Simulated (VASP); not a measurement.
Input of a VASP 6.6.1 run:

INCAR

```
ALGO = Fast
EDIFF = 1E-7
EDIFFG = -0.002
ENCUT = 520
GGA = CA
IBRION = 2
ISIF = 3
ISMEAR = 0
LASPH = True
LCHARG = False
LREAL = False
LWAVE = False
NELM = 80
NSW = 80
PREC = Accurate
SIGMA = 0.02
```

Contents of KPOINTS:

```
k-points
0
Gamma
  8 8 8
```

The input POSCAR:

```
SnTe
1.0
    0.0000000000      3.1508500000      3.1508500000
    3.1508500000      0.0000000000      3.1508500000
    3.1508500000      3.1508500000      0.0000000000
Sn Te
1 1
Direct
    0.0000000000      0.0000000000      0.0000000000
    0.5000000000      0.5000000000      0.5000000000
```

Potentials or basis: VASP PAW LDA potentials, release 64 (Sn_d, Te).

Command:

```sh
$ cat potpaw_LDA.64/Sn_d/POTCAR potpaw_LDA.64/Te/POTCAR > POTCAR
$ mpirun -np 1 vasp_std > vasp.out
```

Estimate the band gap on the k mesh.

0.21 eV, direct.

Predict the relaxed volume.

30.35 Å³/atom.

Step by step:
```tsv
step	energy change (eV)	largest force (eV/Å)	pressure (GPa)	volume (Å³)
1	0.0000	0.0000	-1.43	62.56
2	-0.0075	0.0000	0.57	60.06
3	-0.0086	0.0000	0.00	60.71
```

Caveat: spin-orbit coupling is left out, which moves the levels of the heavy elements. A k mesh can miss the band edges.
